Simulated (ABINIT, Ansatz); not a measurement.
# KI (Fm-3m): G0W0 with ABINIT, start to end, part 3 of 3

How does a plane-wave GW calculation on KI (Fm-3m) run from the first input to the gap?

ABINIT 10.8.3; PBE and many-body steps on it, plane waves. Known limits of the many-body steps: not at the basis limit; no spin-orbit coupling.

So far. Step 4 (Empty states on the mesh, 4×4×4 mesh, 683 bands): On this mesh the gap is 3.962 eV. Step 5 (Screening, 4×4×4 mesh, 621 bands, screening to 381 eV): Local fields lower ε∞ by 19 %.

### Step 6. Self-energy, 4×4×4 mesh, 621 bands, screening to 381 eV

The self-energy is evaluated for the states that the input lists, and the levels follow from it, in one-shot runs by the linearised quasiparticle equation.

This step: G0W0 on PBE, plane waves, norm-conserving pseudopotentials.

run.abi

```
acell 3*1.0 Angstrom
rprim 
  0.000000000000 3.532775000000 3.532775000000
  3.532775000000 0.000000000000 3.532775000000
  3.532775000000 3.532775000000 -0.000000000000
ntypat 2
znucl 19 53
natom 2
typat 1 2
xred 
  0.000000000000 0.000000000000 0.000000000000
  0.500000000000 0.500000000000 0.500000000000
pp_dirpath "pseudos"
pseudos "K.upf, I.upf"
ecut 33
ngkpt 4 4 4
nshiftk 1
shiftk 0 0 0
kptopt 1
chksymbreak 0
istwfk *1
occopt 1
irdwfk 1
optdriver 4
nband 621
gwcalctyp 0
ecutsigx 33
symsigma 1
nkptgw 1
kptgw 
  0.0000000000 0.0000000000 0.0000000000
bdgw 
  6 12
ecuteps 14
irdscr 1
ppmodel 1
indata_prefix "in"
outdata_prefix "out"
tmpdata_prefix "tmp"
```

Started as:

```console
> OMP_NUM_THREADS=1 mpirun -n 4 abinit run.abi > log
```

Numbers of over 12 decimals in the logs are rounded to 6 here.

The log of the run:

```text
.Version 10.8.3 of ABINIT. v10.8.2 released Aug 2026.

 Symmetries : space group Fm -3 m (#225); Bravais cF (face-center cubic)
[... echo of the input left out ...]
== DATASET  1 ==================================================================
-   mpi_nproc: 4, omp_nthreads: 1 (-1 if OMP is not activated)

--- !DatasetInfo
iteration_state: {dtset: 1, }
dimensions: {natom: 2, nkpt: 8, mband: 621, nsppol: 1, nspinor: 1, nspden: 1, mpw: 5434, }
cutoff_energies: {ecut:  33.0, pawecutdg:  -1.0, }
electrons: {nelect:   1.60000000E+01, charge:   0.00000000E+00, occopt:   1.00000000E+00, tsmear:   1.00000000E-02, }

 SIGMA: Calculation of the GW corrections

 Based on a program developped by R.W. Godby, V. Olevano, G. Onida, and L. Reining.
 Incorporated in ABINIT by V. Olevano, G.-M. Rignanese, and M. Torrent.
.Using double precision arithmetic ; gwpc =  8

[... cell and pseudopotentials left out ...]
--------------------------------------------------------------------------------

 ==== K-mesh for the wavefunctions ====
 Number of points in the irreducible wedge :     8
[... list of points left out ...]
 Together with 48 symmetry operations and time-reversal symmetry
 yields    64 points in the full Brillouin Zone.

 ==== Q-mesh for screening function ====
 Number of points in the irreducible wedge :     8
[... list of points left out ...]
 Together with 48 symmetry operations and time-reversal symmetry
 yields    64 points in the full Brillouin Zone.

 vcoul_init : cutoff-mode = AUXILIARY_FUNCTION
 q-points for optical limit:   1
     1)      0.000010    0.000020    0.000030
 setmesh: FFT mesh size selected  =    50x   50x   50
          total number of points  =       125000

 Number of electrons calculated from density =   16.0000; Expected =   16.0000
 average of density, n =  0.026887
 r_s =    2.0707
 omega_plasma =   15.8172 [eV]

 === KS Band Gaps ===
  >>>> For spin  1
   Minimum direct gap =   3.9625 [eV], located at k-point      :   0.0000  0.0000  0.0000
   Fundamental gap    =   3.9625 [eV], Top of valence bands at :   0.0000  0.0000  0.0000
                                       Bottom of conduction at :   0.0000  0.0000  0.0000
 SIGMA fundamental parameters:
 PLASMON POLE MODEL  1
 number of plane-waves for SigmaX                 5329
 number of plane-waves for SigmaC and W           1459
 number of plane-waves for wavefunctions          5329
 number of bands                                   621
 number of independent spin polarizations            1
 number of spinorial components                      1
 number of k-points in IBZ                           8
 number of q-points in IBZ                           8
 number of symmetry operations                      48
 number of k-points in BZ                           64
 number of q-points in BZ                           64
 number of frequencies for dSigma/dE                 9
 frequency step for dSigma/dE [eV]                0.25
 number of omega for Sigma on real axis              0
 max omega for Sigma on real axis  [eV]           0.00
 zcut for avoiding poles [eV]                     0.10

 EPSILON^-1 parameters (SCR file):
 dimension of the eps^-1 matrix on file           1459
 dimension of the eps^-1 matrix used              1459
 number of plane-waves for wavefunctions          5329
 number of bands                                   621
 number of q-points in IBZ                           8
 number of frequencies                               2
 number of real frequencies                          1
 number of imag frequencies                          1

 matrix elements of self-energy operator (all in [eV])

 Perturbative Calculation

--- !SelfEnergy_ee
iteration_state: {dtset: 1, }
kpoint     : [   0.000,    0.000,    0.000, ]
spin       : 1
KS_gap     :    3.962
QP_gap     :    6.106
Delta_QP_KS:    2.144
data: !SigmaeeData |
     Band     E0 <VxcDFT>   SigX SigC(E0)      Z dSigC/dE  Sig(E)    E-E0       E
        6   0.119 -11.176 -14.233   0.964   0.808  -0.238 -12.867  -1.691  -1.573
        7   0.119 -11.176 -14.233   0.964   0.808  -0.238 -12.867  -1.691  -1.573
        8   0.119 -11.176 -14.233   0.964   0.808  -0.238 -12.867  -1.691  -1.573
        9   4.081  -6.410  -2.934  -2.943   0.850  -0.176  -5.957   0.453   4.534
       10   6.624  -7.766  -3.475  -3.136   0.842  -0.187  -6.793   0.973   7.597
       11   6.624  -7.766  -3.475  -3.136   0.842  -0.187  -6.793   0.973   7.597
       12   6.624  -7.766  -3.475  -3.136   0.842  -0.187  -6.793   0.973   7.597

== END DATASET(S) ==============================================================
================================================================================

 -outvars: echo values of variables after computation  --------
           etotal      0.0000000000E+00
            nband         621
             nkpt           8
          spgroup         225
 [... the other variables as echoed above ...]

 Calculation completed.
```

The job ended after 14 min (4 MPI ranks of Arm Neoverse V1, shared host; peak memory 12 GiB).

Numbers from this step:

```
G0W0 gap on the points computed              : 6.107 eV
starting gap on the mesh                     : 3.962 eV
k of the valence top                         : 0, 0, 0
k of the conduction bottom                   : 0, 0, 0
Z at the valence top                         : 0.808
Z at the conduction bottom                   : 0.85
least direct G0W0 gap on the computed points : 6.107 eV
```

The gap on the mesh goes from 3.96 eV to 6.11 eV, a correction of +2.14 eV.

Limits: finite bands, cutoff and mesh; no spin-orbit coupling. v1 is the top filled band, c1 the lowest empty one. Levels before and after the correction, in eV, zero at the valence-band top of each column:

```
           conduction bottom  valence top
Kohn-Sham               3.96         0.00
     G0W0               6.11         0.00
```

```
             level  energy (eV)
Kohn-Sham  Γ v3-v1        0.000
Kohn-Sham     Γ c1        3.962
Kohn-Sham  Γ c2-c4        6.505
     G0W0  Γ v3-v1        0.000
     G0W0     Γ c1        6.107
     G0W0  Γ c2-c4        9.170
```

### Step 7. Where the time went

Times are wall times on 4 MPI ranks of Arm Neoverse V1, shared host, good to a factor of about two.

```
                          step    time  share  memory (GiB)
                  ground state    13 s    0 %          0.36
bands along the symmetry lines    26 s    1 %          0.33
      empty states on the mesh  14 min   24 %          0.82
                     screening  32 min   52 %           8.5
                   self-energy  14 min   23 %            12
```

### Step 8. What came out

| Property | Result |
| --- | --- |
| PBE gap | 3.96 eV, direct |
| G0W0 gap on the mesh | 6.11 eV |
| GW settings | 4×4×4 mesh, 621 bands, screening to 381 eV, Godby-Needs plasmon pole |
| known limits | not at the basis limit; no spin-orbit coupling |

G0W0 moves the gap on the mesh from 3.96 eV to 6.11 eV (+2.14 eV), with Z of 0.81 and 0.85 at the edges. Local fields lower the RPA ε∞ on this mesh from 3.28 to 2.66. Only 1 of the mesh's irreducible points was corrected, so a valley elsewhere could overtake. The dearest step here is «screening». Bands and cutoff are finite, so the gap is not at the basis limit. The miss can reach some tenths of an eV and take either sign; the mesh is an error of its own. In the G0W0 run levels were corrected at 1 k point alone, so a gap called «on the mesh» is the least over those, and an edge elsewhere would be missed. The many-body steps are scalar-relativistic: spin-orbit coupling is not in them.

[Paths, hosts, dates, memory and timing lines, banners, echoed tables and standing remarks are left out of the program output.]

[Logs are printed without paths, hosts, clocks, repeated set-up lines and the standing remarks that a program may print on its own settings, such as how far it seeks lower states.]

[Runs of the session that timed out or met a known fault of the program may be left out.]

[Hosts, paths, dates, database ids (printed as entryN), source tags and the programs' standing remarks are cut or masked in the printed files.]

[G0W0 gaps are taken among the corrected bands and points alone; a level outside them can change the order at an edge.]

[Where Ansatz stands beside ABINIT at settings called matched, ABINIT's density can come from a denser mesh and the files from another edition; pairs whose starting gaps differed by over 0.03 eV were left out, so agreement reads better than it is.]
